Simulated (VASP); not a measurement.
Crystal: BeSe.

```
Be Se
1.0
     0.00000    2.53500    2.53500
     2.53500    0.00000    2.53500
     2.53500    2.53500    0.00000
Be Se
1 1
Direct
  0.00000 0.00000 0.00000
  0.25000 0.25000 0.25000
```

| Quantity | Value |
| --- | --- |
| Program | VASP 6.6.1 |
| Task | relaxation of cell and atoms |
| Functional | PBEsol |
| Potentials or basis | VASP PAW PBE potentials, release 64 (Be, Se) |
| Cutoff | 600 eV |
| k mesh | 10 × 10 × 10 |
| Occupations | gaussian, width 0.03 eV |
| Spin | no spin polarisation |

At the start: pressure 3.3 GPa; volume 16.29 Å³/atom.

Question: Where does the relaxation end?

Answer: Over 3 steps the energy falls by 6.3 meV/atom and the volume is 16.92 Å³/atom (+3.9 %); space group F-43m (No. 216, to 0.05 Å).

Step by step:
```csv
step,energy change (eV),largest force (eV/Å),pressure (GPa),volume (Å³)
1,0.0000,0.0000,3.28,32.58
2,-0.0119,0.0000,-0.78,34.18
3,-0.0126,0.0000,0.03,33.85
```

Final structure:
```
Be Se
1.0
     0.00000    2.56743    2.56743
     2.56743    0.00000    2.56743
     2.56743    2.56743    0.00000
Be Se
1 1
Direct
  0.00000 0.00000 0.00000
  0.25000 0.25000 0.25000
```

Caveat: the PAW data sets were made with another functional, which shifts forces and pressure a little.
